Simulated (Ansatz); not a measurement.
The system is Re.

```xyz
2
Lattice="2.7608 0.0000 0.0000 -1.3804 2.3909 0.0000 0.0000 0.0000 4.4582" Properties=species:S:1:pos:R:3 pbc="T T T"
Re    1.3804    0.7970    3.3436
Re    0.0000    1.5939    1.1145
```

```yaml
Program: Ansatz 0.2.0
Task: relaxation of cell and atoms
Functional: revPBE
Potentials_or_basis: all-electron LAPW, scalar-relativistic
Basis_error_allowed: 0.001 eV/atom
k_mesh: 11 × 11 × 6
Occupations: fermi-dirac, width 0.05 eV
Spin: no spin polarisation
```

At the start: volume 14.71 Å³/atom.

Where does the relaxation end?

Over 5 steps the energy falls by 9.7 meV/atom and the volume is 15.07 Å³/atom (+2.4 %); space group P6_3/mmc (No. 194, to 0.05 Å).

Step by step:
| step | energy change (eV) | largest force (eV/Å) | volume (Å³) |
| --- | --- | --- | --- |
| 1 | 0.0000 | 0.0000 | 29.43 |
| 2 | -0.0192 | 0.0000 | 30.21 |
| 3 | -0.0194 | 0.0000 | 30.14 |
| 4 | -0.0194 | 0.0000 | 30.14 |
| 5 | -0.0194 | 0.0000 | 30.14 |

Final structure:
```
CELL_PARAMETERS angstrom
2.78172 0.00000 0.00000
-1.39086 2.40904 0.00000
0.00000 0.00000 4.49762
ATOMIC_POSITIONS crystal
Re 0.66667 0.33333 0.75000
Re 0.33333 0.66667 0.25000
```
